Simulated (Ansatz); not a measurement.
Te: energy change per atom and pressure as volume scale varies

All results are calculated (Ansatz 0.2.0). Plane-wave DFT, scalar-relativistic PAW made under PBE with cores redone for the functional, no dispersion; the given relaxed cell is scaled uniformly, energy at zero smearing counts from the unscaled cell, pressure at the given Fermi-Dirac smearing is positive in compression.

The cell before it is scaled or strained (space group P3_121, No. 152):
```
CELL_PARAMETERS angstrom
4.29660 0.00000 0.00000
-2.14830 3.72100 0.00000
0.00000 0.00000 5.90410
ATOMIC_POSITIONS crystal
Te 0.28554 0.00000 0.33333
Te 0.00000 0.28554 0.66667
Te 0.71446 0.71446 0.00000
```

Settings of every row: spin polarised no; functional LDA; wave cutoff 420 eV; smearing width 0.05 eV; k mesh 8x8x5.

Atom starting moment: 0 on all atoms.

Limits: bonds stretch with the cell, so the curve is stiffer than the relaxed crystal; no spin-orbit coupling, which can matter with elements this heavy.

| row | volume scale | V (Å³/atom) | energy change per atom (meV) | pressure (GPa) |
| --- | --- | --- | --- | --- |
| 1 | 0.88 | 27.689 | 101.25 | 9.78 |
| 2 | 0.92 | 28.947 | 40.89 | 5.73 |
| 3 | 0.96 | 30.206 | 9.05 | 2.49 |
| 4 | 1.04 | 32.723 | 9.15 | -2.16 |
| 5 | 1.08 | 33.981 | ? | ? |
| 6 | 1.12 | 35.24 | 68.09 | -5.12 |

Question: what energy change per atom and pressure should row 5 give?

Worked fit of energy change per atom. Take u = (V_r/V)^(2/3) − 1 with V_r = 30.206 Å³ an atom, which is twice the finite (Eulerian) strain; such expansions in the strain, on which the Birch-Murnaghan equation of state is built, carry the rest volume and the bulk modulus. The shown rows have u = 0.05972, 0.02879, 0, -0.05196, -0.09766. Least squares give energy change per atom = 9.318 + 722.1 × u + 13585.7 × u² meV; a straight line predicts inner rows, each left out in turn, worse (root mean square 39 against 0.87 meV). The rows lie off it by 0.36, -0.48, -0.27, 0.67, -0.28 (root mean square 0.44 meV). The withheld row has u = -0.0755, so the fit gives 9.318 + 722.1 × (-0.0755) + 13585.7 × (-0.0755)² = 32.24 meV.

The calculation gave 32.84 meV. The fit lies 0.60 meV (1.8 % of the value, 0.65 % of the column's range) below it; its largest miss of a shown row is 0.67 meV.

Worked fit of pressure. Take u = (V_r/V)^(2/3) − 1 with V_r = 30.206 Å³ an atom, which is twice the finite (Eulerian) strain; such expansions in the strain, on which the Birch-Murnaghan equation of state is built, carry the rest volume and the bulk modulus. The shown rows have u = 0.05972, 0.02879, 0, -0.05196, -0.09766. Least squares give pressure = 2.506 + 104.94 × u + 276.6 × u² GPa; a straight line predicts inner rows, each left out in turn, worse (root mean square 0.78 against 0.051 GPa). The rows lie off it by 0.02, -0.03, -0.02, 0.04, -0.02. The pressure vanishes at u = -0.0256, or V = 31.4 Å³ an atom, and there the bulk modulus at fixed shape and fractions is B = −V dP/dV = (2/3)(1 + u) dP/du = 59 GPa. Letting shape and atoms relax would as a rule lower it, by much in layered, chain or molecular crystals. The withheld row has u = -0.0755, so the fit gives 2.506 + 104.94 × (-0.0755) + 276.6 × (-0.0755)² = -3.84 GPa.

The calculation gave -3.81 GPa. The fit lies 0.03 GPa (0.2 % of the column's range) below it; its largest miss of a shown row is 0.04 GPa.
